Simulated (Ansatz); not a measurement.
A plane-wave DFT run in Ansatz 0.2.0 (scalar-relativistic PAW potentials unless the input names others): input and command.

```yaml
crystal:
  lattice:
    - [0.0, 2.7554419808, 2.7554419808]
    - [2.7554419808, 0.0, 2.7554419808]
    - [2.7554419808, 2.7554419808, 0.0]
  atoms:
    - { symbol: Ca, position: [0.0, 0.0, 0.0] }
    - { symbol: F, position: [0.25, 0.25, 0.25] }
    - { symbol: F, position: [0.75, 0.75, 0.75] }
basis:
  ecutwfc: 420
kpoints:
  mp_grid: { grid: [8, 8, 8] }
hamiltonian:
  xc: pbe96
scf:
  occupations: { method: fixed }
  max_iter: 50
output:
  forces: true
  eigenvalues: true
  stress: true
relax:
  adjacent_minimum: "off"
  f_tol: 0.001
  max_steps: 60
  cell: { stress_tol: 0.02, p_target: 16.0 }
```

```bash
ansatz run input.yaml --threads 1 --pin off --max-ram 3072MiB --backend cpu --events-out ev --progress --plain --runs-dir out
```

Task: What will the program do with this input?

Result: The program refuses it, because of an unknown functional (hamiltonian.xc: "pbe" → "pbe96"). With the sound run's settings it is accepted.

Abridged log:
```
Error: YAML parse error: error: line 15 column 7: hamiltonian.xc: unknown variant `pbe96`, expected one of `lda`, `lda-pw`, `pw92`, `pbe`, `pbesol`, `rpbe`, `revpbe`, `blyp`, `pbe0`, `revpbe0`, `b3lyp`, `b3lyp5`, `hse06`, `wpbeh`, `hiss`, `lc_wpbe`, `cam_b3lyp`, `hf`, `r2scan`, `r2scanh`, `r2scan0`, `r2scan50`, `mr2scan`
  --> <input>:15:7
   |
13 |   mp_grid: { grid: [8, 8, 8] }
14 | hamiltonian:
15 |   xc: pbe96
   |       ^ hamiltonian.xc: unknown variant `pbe96`, expected one of `lda`, `lda-pw`, `pw92`, `pbe`, `pbesol`, `rpbe`, `revpbe`, `blyp`, `pbe0`, `revpbe0`, `b3lyp`, `b3lyp5`, `hse06`, `wpbeh`, `hiss`, `lc_wpbe`, `cam_b3lyp`, `hf`, `r2scan`, `r2scanh`, `r2scan0`, `r2scan50`, `mr2scan`
16 | scf:
17 |   occupations: { method: fixed }
   |
```